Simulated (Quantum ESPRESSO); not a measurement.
# Mo (Im-3m) in Quantum ESPRESSO: Hubbard U by linear response with LDA+U

Aim: the Hubbard U by linear response of Mo with LDA+U.

Everything below comes from runs of Quantum ESPRESSO 7.5. Logs are shortened: lines on timing, memory, paths and dates and some standing lists are left out, and cuts for length are marked.

## (1) The structure

The structure is cubic, space group Im-3m (No. 229). Conventional cell: a = 3.168 Å, b = 3.168 Å, c = 3.168 Å, α = 90.00°, β = 90.00°, γ = 90.00°. Mo (site symmetry m-3m) is surrounded by 8 Mo at 2.74 Å.

## (2) Hubbard U by linear response, LDA+U

pw.in reads:

```
&CONTROL
  calculation = 'scf'
  prefix = 'pwscf'
  outdir = './tmp'
  pseudo_dir = './pseudo'
  tprnfor = .true.
  tstress = .true.
  disk_io = 'low'
/
&SYSTEM
  ibrav = 0
  nat = 1
  ntyp = 1
  ecutwfc = 36
  ecutrho = 216
  nbnd = 16
  occupations = 'smearing'
  smearing = 'mp'
  degauss = 0.01469973
/
&ELECTRONS
  conv_thr = 2d-10
  electron_maxstep = 120
  mixing_beta = 0.3
/
ATOMIC_SPECIES
Mo    95.9500 Mo.LDA_PW-JTH.UPF
CELL_PARAMETERS angstrom
  -1.5838089719    1.5838089719    1.5838089719
   1.5838089719   -1.5838089719    1.5838089719
   1.5838089719    1.5838089719   -1.5838089719
ATOMIC_POSITIONS crystal
Mo     0.0000000000    0.0000000000    0.0000000000
K_POINTS automatic
10 10 10 0 0 0
HUBBARD {ortho-atomic}
U Mo-4d 0.0001
```

scf2.in reads:

```
&CONTROL
  calculation = 'scf'
  prefix = 'pwscf'
  outdir = './tmp'
  pseudo_dir = './pseudo'
  tprnfor = .true.
  tstress = .true.
  disk_io = 'low'
/
&SYSTEM
  ibrav = 0
  nat = 1
  ntyp = 1
  ecutwfc = 36
  ecutrho = 216
  nbnd = 16
  occupations = 'smearing'
  smearing = 'mp'
  degauss = 0.01469973
/
&ELECTRONS
  conv_thr = 1d-13
  electron_maxstep = 120
  mixing_beta = 0.3
  startingpot = 'file'
  startingwfc = 'file'
/
ATOMIC_SPECIES
Mo    95.9500 Mo.LDA_PW-JTH.UPF
CELL_PARAMETERS angstrom
  -1.5838089719    1.5838089719    1.5838089719
   1.5838089719   -1.5838089719    1.5838089719
   1.5838089719    1.5838089719   -1.5838089719
ATOMIC_POSITIONS crystal
Mo     0.0000000000    0.0000000000    0.0000000000
K_POINTS automatic
10 10 10 0 0 0
HUBBARD {ortho-atomic}
U Mo-4d 0.0001
```

hp.in reads:

```
&INPUTHP
  prefix = 'pwscf'
  outdir = './tmp'
  nq1 = 2
  nq2 = 2
  nq3 = 2
  conv_thr_chi = 1d-06
  niter_max = 80
  iverbosity = 1
  alpha_mix(1) = 0.15
/
```

Potentials or basis: JTH 2.0 LDA.

Started as:

```sh
> OMP_NUM_THREADS=1 pw.x -in pw.in > pw.out
> OMP_NUM_THREADS=1 pw.x -in scf2.in > scf2.out
> OMP_NUM_THREADS=1 hp.x -in hp.in > hp.out
```

pw.out:

```text
This program is part of the open-source Quantum ESPRESSO suite
     for quantum simulation of materials; please cite
         "P. Giannozzi et al., J. Phys.:Condens. Matter 21 395502 (2009);
         "P. Giannozzi et al., J. Phys.:Condens. Matter 29 465901 (2017);
         "P. Giannozzi et al., J. Chem. Phys. 152 154105 (2020);
     in publications or presentations arising from this work. More details at

     file Mo.LDA_PW-JTH.UPF: wavefunction(s)  4S 5S 4P 0P 4D 0D renormalized
     Message from routine setup:
     using ibrav=0 with symmetry is DISCOURAGED, use correct ibrav instead

     G-vector sticks info
     --------------------
     sticks:   dense  smooth     PW     G-vecs:    dense   smooth      PW
     Sum         437     283    129                 5775     3103     887

     Using Slab Decomposition

     bravais-lattice index     =            0
     lattice parameter (alat)  =       5.1840  a.u.
     unit-cell volume          =     107.2420 (a.u.)^3
     number of atoms/cell      =            1
     number of atomic types    =            1
     number of electrons       =        14.00
     number of Kohn-Sham states=           16
     kinetic-energy cutoff     =      36.0000  Ry
     charge density cutoff     =     216.0000  Ry
     scf convergence threshold =      2.0E-10
     mixing beta               =       0.3000
     number of iterations used =            8  plain     mixing
     Exchange-correlation= SLA PW NOGX NOGC
                           (   1   4   0   0   0   0   0)
     Hubbard projectors: ortho-atomic
     Hubbard parameters of DFT+U (Dudarev formulation) in eV:
     U(Mo-4d) =  0.0001

     Internal variables: lda_plus_u =T, lda_plus_u_kind = 0

     Internal variables: orbital_resolved =F, hub_pot_fix =F, apply_U = F

     celldm(1)=   5.183968  celldm(2)=   0.000000  celldm(3)=   0.000000
     celldm(4)=   0.000000  celldm(5)=   0.000000  celldm(6)=   0.000000

     crystal axes: (cart. coord. in units of alat)
               a(1) = (  -0.577350   0.577350   0.577350 )
               a(2) = (   0.577350  -0.577350   0.577350 )
               a(3) = (   0.577350   0.577350  -0.577350 )

     reciprocal axes: (cart. coord. in units 2 pi/alat)
               b(1) = ( -0.000000  0.866025  0.866025 )
               b(2) = (  0.866025 -0.000000  0.866025 )
               b(3) = (  0.866025  0.866025  0.000000 )

     PseudoPot. # 1 for Mo read from file:
     Mo.LDA_PW-JTH.UPF
     Pseudo is Projector augmented-wave + core cor, Zval = 14.0
     Generated using ATOMPAW code
     Shape of augmentation charge: SINC**2
     Using radial grid of 1076 points,  6 beta functions with:
                l(1) =   0
                l(2) =   0
                l(3) =   1
                l(4) =   1
                l(5) =   2
                l(6) =   2
     Q(r) pseudized with 0 coefficients

     atomic species   valence    mass     pseudopotential
     Mo               14.00    95.95000     Mo( 1.00)

     48 Sym. Ops., with inversion, found

   Cartesian axes

     site n.     atom                  positions (alat units)
         1        Mo     tau(   1) = (   0.0000000   0.0000000   0.0000000  )

     number of k points=    47  Methfessel-Paxton smearing, width (Ry)=  0.0147
                       cart. coord. in units 2pi/alat
        k(    1) = (   0.0000000   0.0000000   0.0000000), wk =   0.0020000
        k(    2) = (   0.0866025   0.0866025   0.0000000), wk =   0.0240000
        k(    3) = (   0.1732051   0.1732051   0.0000000), wk =   0.0240000
        k(    4) = (   0.2598076   0.2598076   0.0000000), wk =   0.0240000
        k(    5) = (   0.3464102   0.3464102   0.0000000), wk =   0.0240000
        k(    6) = (  -0.4330127  -0.4330127   0.0000000), wk =   0.0120000
[... 39 lines left out ...]
        k(   46) = (  -0.8660254  -0.0866025  -0.0866025), wk =   0.0240000
        k(   47) = (  -0.8660254  -0.8660254  -0.8660254), wk =   0.0020000

     Dense  grid:     5775 G-vectors     FFT dimensions: (  25,  25,  25)

     Smooth grid:     3103 G-vectors     FFT dimensions: (  20,  20,  20)

     Initial potential from superposition of free atoms

     starting charge      13.9990, renormalised to      14.0000

     STARTING HUBBARD OCCUPATIONS:

     =================== HUBBARD OCCUPATIONS ===================
     ------------------------ ATOM    1 ------------------------
     Tr[ns(  1)] =   5.00000
     eigenvalues:
       0.500  0.500  0.500  0.500  0.500
     eigenvectors (columns):
       1.000  0.000  0.000  0.000  0.000
       0.000  1.000  0.000  0.000  0.000
       0.000  0.000  1.000  0.000  0.000
       0.000  0.000  0.000  1.000  0.000
       0.000  0.000  0.000  0.000  1.000
     occupation matrix ns (before diag.):
       0.500  0.000  0.000  0.000  0.000
       0.000  0.500  0.000  0.000  0.000
       0.000  0.000  0.500  0.000  0.000
       0.000  0.000  0.000  0.500  0.000
       0.000  0.000  0.000  0.000  0.500

     Number of occupied Hubbard levels =    5.0000

     Atomic wfc used for Hubbard projectors are orthogonalized

     Starting wfcs are   18 randomized atomic wfcs

     Self-consistent Calculation

     iteration #  1     ecut=    36.00 Ry     beta= 0.30
     Davidson diagonalization with overlap
     ethr =  1.00E-02,  avg # of iterations =  5.7

     =================== HUBBARD OCCUPATIONS ===================
     ------------------------ ATOM    1 ------------------------
     Tr[ns(  1)] =   5.01161
     eigenvalues:
       0.444  0.444  0.539  0.539  0.539
     eigenvectors (columns):
      -0.012  1.000 -0.000  0.000 -0.000
      -0.000  0.000  0.228 -0.965  0.126
      -0.000  0.000  0.647  0.054 -0.760
       1.000  0.012  0.000 -0.000  0.000
       0.000 -0.000 -0.727 -0.255 -0.637
     occupation matrix ns (before diag.):
       0.444 -0.000 -0.000 -0.000  0.000
      -0.000  0.539 -0.000  0.000  0.000
      -0.000 -0.000  0.539  0.000  0.000
      -0.000  0.000  0.000  0.444 -0.000
       0.000  0.000  0.000 -0.000  0.539

     Number of occupied Hubbard levels =    5.0116

     total energy              =    -355.48434804 Ry
     estimated scf accuracy    <       0.15893100 Ry

     iteration #  2     ecut=    36.00 Ry     beta= 0.30
     Davidson diagonalization with overlap
     ethr =  1.14E-03,  avg # of iterations =  1.1

     total energy              =    -355.47984170 Ry
     estimated scf accuracy    <       0.03033779 Ry
[... 40 lines left out ...]
     total energy              =    -355.48434400 Ry
     estimated scf accuracy    <          2.5E-09 Ry

     iteration #  9     ecut=    36.00 Ry     beta= 0.30
     Davidson diagonalization with overlap
     ethr =  1.76E-11,  avg # of iterations =  2.0

     End of self-consistent calculation

     =================== HUBBARD OCCUPATIONS ===================
     ------------------------ ATOM    1 ------------------------
     Tr[ns(  1)] =   5.13538
     eigenvalues:
       0.453  0.453  0.554  0.554  0.554
     eigenvectors (columns):
      -0.070  0.998  0.000  0.000 -0.000
       0.000  0.000 -0.233 -0.970 -0.070
       0.000  0.000 -0.629  0.205 -0.750
      -0.998 -0.070 -0.000 -0.000  0.000
      -0.000 -0.000  0.741 -0.131 -0.658
     occupation matrix ns (before diag.):
       0.453 -0.000 -0.000 -0.000  0.000
      -0.000  0.554 -0.000  0.000  0.000
      -0.000 -0.000  0.554  0.000  0.000
      -0.000  0.000  0.000  0.453 -0.000
       0.000  0.000  0.000 -0.000  0.554

     Number of occupied Hubbard levels =    5.1354

          k = 0.0000 0.0000 0.0000 (   381 PWs)   bands (ev):

   -40.9360 -14.2798 -14.2798 -14.2798  12.9819  18.8592  18.8592  18.8592
    21.8007  21.8007  35.1644  35.1644  35.1644  46.3664  46.3664  49.6643

          k = 0.0866 0.0866 0.0000 (   382 PWs)   bands (ev):

   -40.9126 -14.4164 -14.3221 -14.2808  13.4084  18.6250  18.8107  19.2645
    21.4930  21.8112  35.4534  35.8897  35.9331  43.8789  45.2564  48.9011
[... 8 lines left out ...]
   -40.7735 -15.1789 -14.5640 -14.2867  15.2052  17.4637  19.0218  21.4677
    22.0687  22.1533  34.2975  35.2154  40.7509  42.0934  43.3627  44.6997

          k = 0.3464 0.3464 0.0000 (   384 PWs)   bands (ev):

   -40.7102 -15.5021 -14.6692 -14.2894  15.1029  17.0273  20.5885  21.8633
    22.3156  23.9841  32.7560  32.8161  38.7553  43.4411  43.8471  46.3112

          k =-0.4330-0.4330 0.0000 (   392 PWs)   bands (ev):

   -40.6858 -15.6231 -14.7089 -14.2905  14.9611  16.8706  21.7722  21.8266
    22.4394  24.8835  31.5416  32.2187  37.3322  42.5150  45.5470  46.8871

          k = 0.1732 0.0866 0.0866 (   391 PWs)   bands (ev):

   -40.8700 -14.6557 -14.3701 -14.3136  14.1703  18.3496  18.4680  20.1420
    21.1050  21.9542  35.9946  36.6273  36.9679  41.9867  45.2809  45.5076

          k = 0.2598 0.1732 0.0866 (   386 PWs)   bands (ev):
[... 71 lines left out ...]
   -40.8297 -14.7665 -14.4763 -14.3882  14.8302  18.4331  18.6708  20.2040
    20.2894  22.4812  36.3269  36.9423  38.3696  39.8255  45.5786  45.7270

          k = 0.5196 0.3464 0.3464 (   381 PWs)   bands (ev):

   -40.6658 -15.1383 -15.1383 -14.5719  16.5793  18.0260  18.0260  22.4207
    22.4207  29.7511  30.6449  30.6449  34.8441  43.1796  43.1796  49.1392

          k =-0.0000-0.1732 0.3464 (   385 PWs)   bands (ev):

   -40.7545 -15.1598 -14.6111 -14.3865  15.5805  17.8684  18.5434  20.7138
    22.0255  22.7746  34.4055  35.9554  40.0224  41.6236  43.0943  44.9205

          k = 0.0866-0.0866 0.3464 (   389 PWs)   bands (ev):

   -40.7639 -15.0290 -14.6077 -14.4558  15.7682  17.9986  18.5519  20.0087
    21.5264  22.9223  35.1549  36.9048  39.2569  40.7966  42.9658  46.0704

          k = 0.0000-0.2598 0.4330 (   395 PWs)   bands (ev):
[... 36 lines left out ...]
   -40.6685 -15.1651 -14.9357 -14.7527  17.1914  17.3056  18.2635  22.4784
    22.5482  29.6220  30.1874  32.2507  32.7576  44.0414  46.0563  46.2909

          k = 0.0000 0.0000 0.3464 (   390 PWs)   bands (ev):

   -40.7740 -14.8349 -14.5923 -14.5923  15.7156  18.6376  19.1431  19.1431
    20.3198  23.0118  36.1200  37.6413  39.2781  39.2781  44.9922  44.9922

          k =-0.0000-0.0866 0.4330 (   398 PWs)   bands (ev):

   -40.7044 -15.1155 -14.7326 -14.6366  16.3812  17.5909  18.9944  19.9428
    21.7548  23.5558  34.7490  37.5307  38.5938  39.5254  45.1925  45.7942

          k = 0.0000-0.1732 0.5196 (   399 PWs)   bands (ev):

   -40.6475 -15.3809 -14.8439 -14.6254  16.1064  17.5792  18.6775  20.4097
    23.6375  25.0897  32.8331  36.2433  36.2888  40.0337  46.3385  47.8131

          k = 0.0866-0.0866 0.5196 (   400 PWs)   bands (ev):
[... 11 lines left out ...]
   -40.6069 -15.3757 -15.0332 -14.6890  16.1943  16.9195  18.7936  21.1727
    23.6702  27.5527  31.3755  33.5875  37.9710  39.7482  44.6648  48.1217

          k =-0.6928-0.1732-0.1732 (   391 PWs)   bands (ev):

   -40.5913 -15.2504 -15.2504 -14.6912  16.4630  16.4630  18.5315  22.7461
    22.7461  30.4311  30.6329  30.6329  39.6904  39.6904  42.5039  48.0622

          k =-0.0000-0.0000 0.5196 (   402 PWs)   bands (ev):

   -40.6419 -15.1163 -14.8796 -14.8796  16.6141  16.6483  20.2906  20.2906
    21.8839  24.3092  35.7167  36.5109  36.5109  39.1973  48.1056  48.1060

          k = 0.0000-0.0866 0.6062 (   398 PWs)   bands (ev):

   -40.5908 -15.2723 -14.9959 -14.9130  15.9604  16.3414  20.5222  20.9525
    23.3733  26.0340  33.0938  34.1404  37.4623  39.7118  45.5976  46.3001

          k =-0.8660-0.1732-0.1732 (   394 PWs)   bands (ev):
[... 16 lines left out ...]
   -40.5269 -15.2483 -15.1615 -15.1240  15.1281  15.2134  22.7384  22.9848
    24.1967  28.9518  29.6358  30.5441  39.8622  40.3757  40.9790  44.4026

          k =-0.8660-0.8660-0.8660 (   370 PWs)   bands (ev):

   -40.5098 -15.2074 -15.2074 -15.2074  14.8725  14.8725  24.1291  24.1291
    24.1291  29.1192  29.1192  29.1192  39.1588  40.8087  40.8087  43.8155

     the Fermi energy is    20.2969 ev

!    total energy              =    -355.48434400 Ry
     total all-electron energy =      -355.484344 Ry
     estimated scf accuracy    <          4.1E-11 Ry
     smearing contrib. (-TS)   =      -0.00011322 Ry
     internal energy E=F+TS    =    -355.48423078 Ry

     The total energy is F=E-TS. E is the sum of the following terms:
     one-electron contribution =     -15.46260792 Ry
     hartree contribution      =      20.58368068 Ry
     xc contribution           =     -15.73773979 Ry
     ewald contribution        =    -119.16105120 Ry
     Hubbard energy            =       0.00000909 Ry
     one-center paw contrib.   =    -225.70652164 Ry

     convergence has been achieved in   9 iterations

     Forces acting on atoms (cartesian axes, Ry/au):

     atom    1 type  1   force =     0.00000000    0.00000000    0.00000000

     Total force =     0.000000     Total SCF correction =     0.000000

     Computing stress (Cartesian axis) and pressure

          total   stress  (Ry/bohr**3)                   (kbar)     P=     -141.32
  -0.00096069   0.00000000   0.00000000         -141.32        0.00        0.00
   0.00000000  -0.00096069   0.00000000            0.00     -141.32        0.00
   0.00000000   0.00000000  -0.00096069            0.00        0.00     -141.32

=------------------------------------------------------------------------------=
   JOB DONE.
=------------------------------------------------------------------------------=
```

It took 54 s on 1 thread of Arm Neoverse V1, shared host; peak memory 0.05 GiB.

Results:

```
Free energy                    : -4836.6109 eV
Pressure                       : -14.1 GPa
Band gap on the k mesh         : none (metal or under the smearing width)
Hubbard U from linear response : 2.48 eV
```

Eigenvalues of the final occupation matrices:
```
   site  spin  trace               eigenvalues
Mo 1 4d  each   2.57  0.45 0.45 0.55 0.55 0.55
```

Hubbard U from linear response:
```csv
site,manifold,U (eV)
1,Mo-4d,2.48
```
On the first site the bare response is -1.121 and the screened one -0.264 eV⁻¹.

Caveat: the computed U isn't converged in cell size; the cutoff is low for these files, which shifts pressure and relaxed volume; U without spin polarisation on a metal has little footing; the U is typed as a test and isn't derived for this compound.
